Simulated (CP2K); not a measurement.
Runs of CP2K 2026.2 on CoO. Symmetry: Fm-3m, No. 225, cubic system. The conventional cell has a = 4.263 Å, b = 4.263 Å, c = 4.263 Å, α = 90.00°, β = 90.00°, γ = 90.00°. Co (site symmetry m-3m) has 6 O at 2.13 Å as nearest neighbours. Around O (site symmetry m-3m) lie 6 Co at 2.13 Å. 

```csv
task,level,potentials or basis,smearing,EPS_DEFAULT,MIXING METHOD,MIXING ALPHA,NBUFFER,NGRIDS,gap on the mesh (eV),pressure (GPa),moment (μB)
band structure,r2SCAN,"POTENTIAL_UZH Co GTH-SCAN-q17, O GTH-SCAN-q6; TZVP-MOLOPT-SCAN-GTH basis",fermi-dirac 0.05 eV,1.0E-9,PULAY_MIXING,0.4,6,5,none,(a),3.00
band structure,r2SCAN,"POTENTIAL_UZH Co GTH-SCAN-q17, O GTH-SCAN-q6; TZVP-MOLOPT-SCAN-GTH basis",fermi-dirac 0.0259 eV,1.0E-10,BROYDEN_MIXING,0.2,10,5,none,-7.2,3.00
band structure,PBE,"POTENTIAL_UZH Co GTH-PBE-q17, O GTH-PBE-q6; TZVP-MOLOPT-PBE-GTH basis",fermi-dirac 0.01 eV,1.0E-10,PULAY_MIXING,0.4,6,4,none,(d),3.00
single point,PBE+D3,"POTENTIAL_UZH Co GTH-PBE-q17, O GTH-PBE-q6; TZVP-MOLOPT-PBE-GTH basis",fermi-dirac 0.05 eV,1.0E-9,PULAY_MIXING,0.4,6,4,none,(c),2.99
single point,PBE+D3(BJ)+ATM,"POTENTIAL_UZH Co GTH-PBE-q17, O GTH-PBE-q6; TZVP-MOLOPT-PBE-GTH basis",fermi-dirac 0.05 eV,1.0E-9,PULAY_MIXING,0.4,6,4,none,-4.0,2.99
band structure,PBEsol,"POTENTIAL_UZH Co GTH-PBE-q17, O GTH-PBE-q6; TZVP-MOLOPT-PBE-GTH basis",fermi-dirac 0.01 eV,1.0E-10,PULAY_MIXING,0.4,6,5,none,(b),3.00
single point,PBE+D4,"POTENTIAL_UZH Co GTH-PBE-q17, O GTH-PBE-q6; TZVP-MOLOPT-PBE-GTH basis",fermi-dirac 0.05 eV,1.0E-9,PULAY_MIXING,0.4,6,4,none,-3.5,2.99
band structure,PBEsol,"POTENTIAL_UZH Co GTH-PBE-q17, O GTH-PBE-q6; TZVP-MOLOPT-PBE-GTH basis",fermi-dirac 0.0259 eV,1.0E-10,PULAY_MIXING,0.4,6,4,none,-9.2,3.00
single point,PBE+D3(BJ),"POTENTIAL_UZH Co GTH-PBE-q17, O GTH-PBE-q6; TZVP-MOLOPT-PBE-GTH basis",fermi-dirac 0.05 eV,1.0E-9,PULAY_MIXING,0.4,6,4,none,-4.6,2.99
band structure,r2SCAN,"POTENTIAL_UZH Co GTH-SCAN-q17, O GTH-SCAN-q6; DZVP-MOLOPT-SCAN-GTH basis",fermi-dirac 0.05 eV,1.0E-9,PULAY_MIXING,0.4,6,4,none,-6.9,3.00
single point,PBEsol,"POTENTIAL_UZH Co GTH-PBE-q17, O GTH-PBE-q6; TZVP-MOLOPT-PBE-GTH basis",fermi-dirac 0.05 eV,1.0E-10,PULAY_MIXING,0.4,6,5,none,-9.1,3.00
```

Alike in all rows: spin collinear, ferromagnetic start; cell as given; k mesh 11 × 11 × 11.

Q: Fill in the values left out.

A: (a) -7.0; (b) -9.3; (c) -3.9; (d) -0.5.

Caveats: the basis of atomic orbitals isn't converged, which shifts pressures, moduli and gaps; a cell with one magnetic atom can't hold antiferromagnetic order, which such compounds often take; semilocal functionals often make such compounds metallic where correlation or magnetic order opens a gap, which also shifts bond lengths; pairwise dispersion overbinds metals, which lowers pressure and volume (some runs); the potentials were made for another functional, which shifts forces and pressure (some runs).

A k mesh can miss the band edges.

A gap of «none» marks a metal or a gap under the smearing width.

Not every run made on this cell is shown here.
